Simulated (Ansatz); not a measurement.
LiH: the change of phonon entropy and phonon heat capacity with temperature

Results calculated with Ansatz 0.2.0, not measured. Plane-wave density functional theory, PAW datasets, Gaussian smearing 0.05 eV: harmonic lattice thermodynamics at fixed volume from displacements in the supercell given; kB is Boltzmann's constant.

Structure of every row (space group Fm-3m, No. 225):
```
LiH
1.0
      0.0000     2.0020     2.0020
      2.0020     0.0000     2.0020
      2.0020     2.0020     0.0000
Li H
1 1
Direct
  0.00000 0.00000 0.00000
  0.50000 0.50000 0.50000
```

Settings of every row: paw set soft_2; functional r2SCAN; spin treatment none; moment partition spheres; spin axis none; wave cutoff 500 eV; SCF start atoms; lower state search light; symmetry use detected; k mesh of unit cell 10x10x10; supercell 2x2x2.

Atom first moment, atom hubbard u: 0 on all atoms.

| row | temperature (K) | phonon entropy (kB per atom) | phonon heat capacity (kB per atom) | phonon free energy (meV per atom) |
| --- | --- | --- | --- | --- |
| 1 | 200 | ? | ? | ? |
| 2 | 300 | 1.112 | 1.613 | 104.16 |
| 3 | 400 | 1.633 | 2.007 | 92.3 |
| 4 | 500 | 2.112 | 2.273 | 76.13 |
| 5 | 600 | 2.543 | 2.453 | 56.04 |
| 6 | 700 | 2.931 | 2.577 | 32.42 |
| 7 | 800 | 3.282 | 2.665 | 5.63 |
| 8 | 900 | 3.599 | 2.729 | -24.04 |
| 9 | 1000 | 3.889 | 2.776 | -56.33 |

Question: what phonon entropy and phonon heat capacity should row 1 give?

Worked fit of phonon entropy. Entropy rises as the heat capacity times the change of ln T, so take t = ln(T / 300 K). The shown rows have t = 0, 0.2877, 0.5108, 0.6931, 0.8473, 0.9808, 1.0986, 1.204. Least squares give phonon entropy = 1.105 + 1.73407 × t + 0.48671 × t² kB per atom; a straight line predicts inner rows, each left out in turn, worse (root mean square 0.062 against 0.0093 kB per atom). The rows lie off it by 0.007, -0.011, -0.006, 0.002, 0.007, 0.008, 0.002, -0.009 (root mean square 0.0071 kB per atom), a smooth pattern that one more power would take up: the form is only approximate. The withheld row has t = -0.4055, so the fit gives 1.105 + 1.73407 × (-0.4055) + 0.48671 × (-0.4055)² = 0.482 kB per atom.

The calculation gave 0.572 kB per atom. The fit lies 0.090 kB per atom (16 % of the value, 2.7 % of the column's range) below it; its largest miss of a shown row is 0.011 kB per atom. This row lies beyond the range of the fit.

Worked fit of phonon heat capacity. At high temperature a harmonic heat capacity falls short of its limit by a term in 1/T², so take t = (100 K / T)². The shown rows have t = 0.11111, 0.0625, 0.04, 0.02778, 0.02041, 0.01562, 0.01235, 0.01. Least squares give phonon heat capacity = 2.9574 − 19.7076 × t + 68.687 × t² kB per atom; a straight line predicts inner rows, each left out in turn, worse (root mean square 0.071 against 0.014 kB per atom). The rows lie off it by -0.003, 0.013, -0.006, -0.010, -0.007, -0.001, 0.005, 0.009 (root mean square 0.0077 kB per atom), a smooth pattern that one more power would take up: the form is only approximate. The constant, 2.9574 kB per atom, is to be held against the harmonic limit of 3 k_B an atom. The withheld row has t = 0.25, so the fit gives 2.9574 − 19.7076 × (0.25) + 68.687 × (0.25)² = 2.323 kB per atom.

The calculation gave 1.06 kB per atom. The fit lies 1.263 kB per atom (120 % of the value, 74 % of the column's range) above it; its largest miss of a shown row is 0.013 kB per atom. This row lies beyond the range of the fit.

The other values of row 1: phonon free energy 111.41 meV per atom.
